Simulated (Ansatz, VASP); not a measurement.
## BaZrO3: VASP beside Ansatz

File INCAR:

```
PREC = Accurate
ENCUT = 520
EDIFF = 1E-8
ISMEAR = 0
SIGMA = 0.01
LREAL = False
LASPH = True
NELM = 100
ALGO = Fast
ISIF = 2
LWAVE = False
LCHARG = False
GGA = PS
LEFG = True
NBANDS = 28
```

Contents of KPOINTS:

```
Automatic mesh
0
Gamma
  6 6 6
```

The input POSCAR:

```
BaZrO3
1.0
    4.1806461900      0.0000000000      0.0000000000
    0.0000000000      4.1806461900      0.0000000000
    0.0000000000      0.0000000000      4.1806461900
Ba Zr O
1 1 3
Direct
    0.0000000000      0.0000000000      0.0000000000
    0.5000000000      0.5000000000      0.5000000000
    0.0000000000      0.5000000000      0.5000000000
    0.5000000000      0.0000000000      0.5000000000
    0.5000000000      0.5000000000      0.0000000000
```

Input for Ansatz:

```yaml
crystal:
  lattice:
    - [4.18064619, 0.0, 0.0]
    - [0.0, 4.18064619, 0.0]
    - [0.0, 0.0, 4.18064619]
  atoms:
    - { symbol: Ba, position: [0.0, 0.0, 0.0] }
    - { symbol: Zr, position: [0.5, 0.5, 0.5] }
    - { symbol: O, position: [0.0, 0.5, 0.5] }
    - { symbol: O, position: [0.5, 0.0, 0.5] }
    - { symbol: O, position: [0.5, 0.5, 0.0] }
basis:
  ecutwfc: 420
kpoints:
  mp_grid: { grid: [6, 6, 6] }
hamiltonian:
  xc: pbesol
scf:
  occupations: { method: fixed }
output:
  forces: true
  stress: true
  eigenvalues: true
  efg: {}
checkpoint:
  read: start.run
  write: ck
  compress: false
  write_wavefunctions: false
  write_every: 100000
```

Alike in both runs: task electric field gradients; functional PBEsol; k mesh 6 × 6 × 6; no spin polarisation.

|  | VASP | Ansatz |
| --- | --- | --- |
| version | VASP 6.6.1 | Ansatz 0.2.0 |
| potentials or method | VASP PAW PBE potentials, release 64 (Ba_sv, Zr_sv, O) | scalar-relativistic, plane waves, PAW |
| plane-wave cutoff (eV) | 520 | 420 |
| occupations | gaussian, width 0.01 eV | fixed |
| valence electrons in the cell | 40 | 40 |

|  | VASP | Ansatz | Ansatz less VASP |
| --- | --- | --- | --- |
| gap on the k mesh at the Fermi level (eV) | 3.12 | 3.17 | +0.052 |
| least direct gap on the mesh (eV) | 3.33 | 3.36 | +0.023 |
| pressure (GPa) | 1.2 | 0.0 | -1.17 |
| Vzz of the field gradient on the site that differs most (V/Å²) | -17.6 | -15.5 | +2.08 |

Ansatz warned: «gradients_without_spin_orbit».

Caveats: the PAW data sets were made with another functional, which shifts forces and pressure a little (VASP); spin-orbit coupling is left out, which moves the levels of the heavy elements. A k mesh can miss the band edges.
